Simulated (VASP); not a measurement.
## GeO₂ (quartz): computed properties

Level of theory: PBE GGA, VASP's PBE PAW potentials (set 64) (plane waves; VASP).

```json
{
 "space_group": "P3_221 (154)",
 "cell": "a = b = 5.0890 Å, c = 5.7728 Å, α = β = 90.00°, γ = 120.00°",
 "volume_per_atom": "14.39 Å³/atom",
 "band gap (over mesh and band path)": "3.22 eV",
 "smallest direct gap (over mesh and band path)": "3.29 eV",
 "band_edge_character": "indirect, K to Γ",
 "density": "4.03 g/cm³",
 "mean ε∞ (independent particles)": "3.30"
}
```

```cif
data_Ge3O6
_chemical_formula_sum 'Ge3 O6'
_space_group_name_H-M_alt 'P3221'
_space_group_IT_number 154
_space_group_name_Hall 'P 32 2"'
_cell_length_a 5.08903
_cell_length_b 5.08903
_cell_length_c 5.77281
_cell_angle_alpha 90.000
_cell_angle_beta 90.000
_cell_angle_gamma 120.000
loop_
_atom_site_label
_atom_site_type_symbol
_atom_site_symmetry_multiplicity
_atom_site_Wyckoff_symbol
_atom_site_fract_x
_atom_site_fract_y
_atom_site_fract_z
_atom_site_occupancy
Ge1 Ge 3 a 0.54406 0.54406 0.00000 1
O1 O 6 c 0.29799 0.39765 0.24162 1
```

Measured: a 4.987 Å (computed value off by +2.0 %), c 5.652 Å (computed value off by +2.1 %), as given by Shoichiro Saito et al., Japanese Journal of Applied Physics (2011), arXiv:1008.4998. The calculation is for a static lattice, while the measured a, c hold thermal and zero-point effects, which are part of the difference.

The compound is GeO2 in the quartz structure, a metastable form; rutile is stable. It was relaxed first, which changed the volume by +7 %. Symmetry was kept, so distortions that lower it aren't found.
